# How hard does stretched tin pull back?

In a soft covalent crystal, a pressure of the order of one gigapascal, or ten thousand atmospheres, changes the bond length by about one percent. The volume then changes by about three percent, because it grows as the cube of the length. These two figures give the scale of any small, uniform squeeze or stretch. They do not say what happens when the stretch is no longer small.

The example is tin in the diamond structure, where each atom has four nearest neighbours. The crystal is held at six volumes without changing its shape, and a hybrid density functional gives the pressure at each. Positive pressure means that the crystal is compressed and pushes outwards. Negative pressure means that it is pulled apart equally in all directions and resists.

Tin in the diamond structure, calculated with Ansatz 0.2.0 using the HSE06 hybrid functional and PAW potentials, without spin polarisation or spin–orbit coupling. The plane-wave cutoff is 420 eV, with a 4×4×4 k mesh for the two-atom cell and Fermi–Dirac smearing of width 0.02 eV. Pressure is positive in compression.

```
volume (Å³/atom)  shortest distance (Å)  pressure (GPa)
          34.265                  2.813           1.800
          34.494                  2.819           1.500
          35.432                  2.844           0.200
          35.837                  2.855          -0.300
          37.600                  2.901          -2.000
          38.774                  2.931               ?
```

The task is to find the pressure at the largest volume from the other five rows. The pressures are printed to 0.1 GPa, which is coarse for taking differences, so the slopes and fits below use the unrounded pressures of the same calculations.

## (a) Does the crystal keep its stiffness as it expands?

**Solution.** Start from the limit of a very small change. There the pressure is proportional to the relative change in volume, and the constant of proportionality is the bulk modulus

$$B=-V\,\frac{dP}{dV},$$

where $V$ is the volume per atom and $P$ the pressure. If $B$ stayed the same at every volume, one number would describe the whole table.

Two neighbouring rows give $B$ at the volume halfway between them. Between 35.837 and 37.600 Å³ the unrounded pressure goes from −0.255 to −2.040 GPa, a slope of −1.01 GPa per Å³. Multiplied by the mean volume of 36.7 Å³, this gives a bulk modulus of 37 GPa.

The same arithmetic for the two smallest volumes gives 51 GPa, and the pairs in between fall in order. Between the midpoints of these two pairs, the crystal therefore loses more than a quarter of its stiffness while its bonds lengthen by only about two percent. Each further cubic ångström costs less tension than the one before, so the curve of pressure against volume flattens.

## (b) Is this softening mere geometry, or do the bonds themselves weaken?

**Solution.** Geometry alone has some effect, and a limiting case shows how much. Replace the bonds by ideal springs whose stiffness $\kappa$ never changes. The energy per atom is then $E=\tfrac12\kappa(d-d_0)^2$, where $d$ is the shortest distance and $d_0$ its value at zero pressure. With $V=c\,d^3$, where $c$ is fixed by the structure, the pressure follows as

$$P=-\frac{dE}{dV}=\frac{\kappa\,(d_0-d)}{3c\,d^2},\qquad B=\frac{\kappa\,(2d_0-d)}{9c\,d^2}.$$

Differentiating both with respect to $d$ and dividing gives $dB/dP=1$ at zero pressure. A crystal of perfect springs thus loses 1 GPa of bulk modulus for each gigapascal by which the pressure drops.

The tin crystal does something else. Between the first pair of rows and the last known pair, the mean pressure drops by 2.8 GPa, so perfect springs would lose about 3 GPa of bulk modulus. The calculation shows a loss of 14 GPa, nearly five times as much. Most of the softening must therefore come from the way the energy itself depends on bond length.

A plausible explanation is that two opposing forces have different ranges. Neighbouring atoms attract because their orbitals overlap and the electrons fill bonding states. They repel mainly because the Pauli principle keeps overlapping valence states orthogonal, which costs kinetic energy, and this repulsion is expected to fade faster with distance. Stretching removes the steep repulsive part first and leaves the gentler attraction, so the energy curve opens out on the long side.

A Morse curve puts this into a formula:

$$E=D\left(1-e^{-a(d-d_0)}\right)^2,$$

with a depth $D$ and an inverse length $a$. Near its minimum the curve is a spring with a correction that weakens it on stretching, and the same steps as before give $dB/dP=1+a\,d_0$. A least-squares fit to the five known rows gives $a=1.35$ Å⁻¹. With $d_0=2.85$ Å, the result is $1+1.35\times2.85\approx4.8$, in line with the observed loss.

This "bond" stands for the whole energy of the crystal under uniform stretching, not for an isolated pair of atoms. The fit shows that a softening bond describes the numbers and that a constant spring does not. That overlap and repulsion are behind it is an argument from theory, which pressures alone cannot test.

## (c) What is the pressure at 38.774 Å³?

**Solution.** A quick estimate comes from the small-change limit and its first correction. Let $e=(V-V_0)/V_0$ be the relative change from the volume $V_0$ at zero pressure, let $B_0$ be the bulk modulus there, and let $B_0'$ be the value of $dB/dP$ there. Then

$$P\approx-B_0\,e\left[1-\tfrac12(B_0'+1)\,e\right].$$

With $B_0'$ near 5, the bracket says that a straight-line law overstates the tension by a fraction of about three times $e$. For a volume change of one percent this hardly matters, but here $e$ is about nine percent and the correction is about a quarter. At such a stretch the next terms count as well.

The Birch–Murnaghan equation of state carries the idea further. It writes the energy as a cubic polynomial in the strain $f=\tfrac12\left[(V_0/V)^{2/3}-1\right]$, and the derivative with respect to volume gives

$$P=3B_0 f(1+2f)^{5/2}\left[1+\tfrac32(B_0'-4)f\right].$$

A least-squares fit to the five known rows yields $V_0=35.62$ Å³, $B_0=43.1$ GPa and $B_0'=4.86$. The row to be predicted took no part in it.

At 38.774 Å³ the strain is $f=-0.0275$. The factor $3B_0f$ is then −3.55 GPa, the power of $(1+2f)$ is 0.868 and the last bracket is 0.964. Their product is −2.97 GPa.

How far can this be trusted? The Morse curve, fitted to the same rows, also gives −2.97 GPa, so the choice of formula matters little over this short step. The stresses were only loosely converged, but the energies offer a check. Between 35.837 and 37.600 Å³ the change in energy implies a mean pressure of −1.19 GPa, and the pressures combined with the fitted curve give the same. Printing to 0.1 GPa adds up to 0.05 GPa, and a range of ±0.10 GPa leaves room for the rest.

One physical change could spoil the forecast. In all known rows the crystal has no band gap: filled and empty states meet at the centre of the Brillouin zone, the point Γ. An empty level at another point, L, lies 0.39 eV above them at 34.494 Å³ but only 0.19 eV above at 37.600 Å³. If it sank far enough, electrons would move into it and the smooth curve might no longer hold. A straight line through these two values leaves it about 0.1 eV above at the largest volume, several times the smearing width, so no such change is expected.

The forecast is therefore:

- The pressure is negative, and the tension is stronger than at 37.600 Å³.
- The pressure falls less per added cubic ångström than in the preceding step.
- Its value is −2.97 GPa, with a range of ±0.10 GPa.
- Continuing the last known step in a straight line, which gives about −3.2 GPa, is too negative.

The withheld rows as computed:

```
volume (Å³/atom)  shortest distance (Å)  pressure (GPa)
          38.774                  2.931          -3.000
```

The calculation gives −3.0 GPa. Unrounded, the value is −2.969 GPa, and the Birch–Murnaghan forecast of −2.972 GPa misses it by 0.003 GPa, so the value is a hit. The slope of the last step, from the unrounded pressures, is −0.79 GPa per Å³, against −1.01 in the step before, so the flattening continues as predicted. The level at L did not spoil the forecast. The Fermi level lies 13.9 meV above the states at Γ in the known rows and 13.4 meV above them here, and the smearing entropy term rises from 1.20 meV at 37.600 Å³ to 1.26 meV. This is what is expected when a trace of electrons begins to move to L, too little to show in the pressure.

The simpler pictures miss in the direction that the argument requires. The straight continuation is too negative by 0.26 GPa because it freezes the slope at its last known value. Constant springs, fitted to the same five rows, are too negative by 0.36 GPa because they have too little curvature from the start. Both keep the crystal stiffer than it is.

The success has a limited meaning. It shows that the softening seen in five rows carries on smoothly for one more step. It does not single out the cause, since the Birch–Murnaghan equation contains no bonds at all and does as well as the Morse curve. Nor does it say where the crystal would finally give way. Under uniform stretching this happens at the latest where the bulk modulus reaches zero, far outside these volumes, and the level at L is expected to sink to the states at Γ well before that, beyond which the fitted curve need not hold. An instability against shear or against a vibration could come earlier, and these rows do not test for it.

For use on real tin, these pressures cannot be read off at the measured volume. The calculated crystal is free of pressure at 35.62 Å³ per atom, whereas the measured volume is, as a rough recalled value, 34 Å³. At 34.265 Å³ the calculation therefore reports 1.8 GPa of compression where the real crystal would be nearly relaxed. The functional may be responsible, but spin–orbit coupling was left out and a finer sampling of the Brillouin zone was not tried, so the blame cannot yet be assigned.
